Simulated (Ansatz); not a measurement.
An ordered 8-atom cell of ZnSiP₂ on the zincblende lattice (I-42d), relaxed with r2SCAN. It is tetragonal, I-42d (No. 122); conventional cell a = 5.377 Å, c = 10.468 Å, 18.92 Å³ an atom. Zn is surrounded by 4 P at 2.36 Å; P is surrounded by 2 Si at 2.26 Å and 2 Zn at 2.36 Å; Si is surrounded by 4 P at 2.26 Å.

```
Zn P Si
1.0
    -2.68850    2.68850    5.23384
     2.68850   -2.68850    5.23384
     2.68850    2.68850   -5.23384
Zn P Si
2 4 2
Direct
  0.00000 0.00000 0.00000
  0.75000 0.25000 0.50000
  0.37500 0.39183 0.51683
  0.14183 0.62500 0.01683
  0.87500 0.85817 0.48317
  0.60817 0.12500 0.98317
  0.50000 0.50000 0.00000
  0.25000 0.75000 0.50000
```

The questions ask for values computed with the plane-wave code Ansatz on this geometry. Simulation only: spin-unpolarised, and no claim that this is the phase found in nature.

Given (6×6×6 mesh): With LDA the gap is 1.19 eV and direct, at Γ.

(1) How does the gap change from LDA to PBE (6×6×6)?

(2) What does HSE06 give for the gap (4×4×4 mesh)?

(3) What does DDH-PBE0 give for the gap (4×4×4 mesh)?

(4) What does LC-ωPBE give for the gap (4×4×4 mesh)?

(5) Order these levels by the gap that they give, smallest first.
A. PBE0
B. r2SCAN
C. LC-ωPBE
D. LDA
E. PBE
F. HSE06
G. DDH-PBE0

(6) Roughly how does the cost of the DDH-PBE0 run (4×4×4) compare with r2SCAN's (6×6×6)?

(7) Relaxed again with PBEsol, is the cell stable at the zone centre, and where do its optical modes lie?

(8) How do the levels compare, in gap and in cost?

## Answers

(1) The PBE gap is direct at Γ: 1.31 eV. The gap differs by +0.12 eV from LDA's.

(2) HSE06 gives a direct gap of 1.99 eV at Γ. The gap differs by +0.80 eV from LDA's.

(3) With DDH-PBE0 the gap is 1.81 eV and direct, at Γ. The share of exact exchange is 0.095. The gap differs by +0.62 eV from LDA's.

(4) The LC-ωPBE gap is direct at Γ: 6.34 eV. The gap differs by +5.15 eV from LDA's.

(5) D (1.19 eV), E (1.31 eV), B (1.56 eV), G (1.81 eV), F (1.99 eV), A (2.65 eV), C (6.34 eV).

(6) About 15 times as much (12 core-minutes against 50 core-seconds, on 4 threads of Arm Neoverse V1, on a shared host).

(7) The zone-centre optical frequencies run from 100 to 483 cm⁻¹, none imaginary (the rest of the zone wasn't tested). With the long-range field the highest mode reaches 503 cm⁻¹. The program warns that the force constants, and all that is formed from them, aren't settled on this k mesh.

(8) r2SCAN covers 36 % of the step from PBE to HSE06, while HSE06 needs about 11 times r2SCAN's cost (on a coarser mesh). All these functionals give a gap of the same kind, direct.

The meshes of the hybrids are coarse, so their gaps aren't converged to the digits shown.
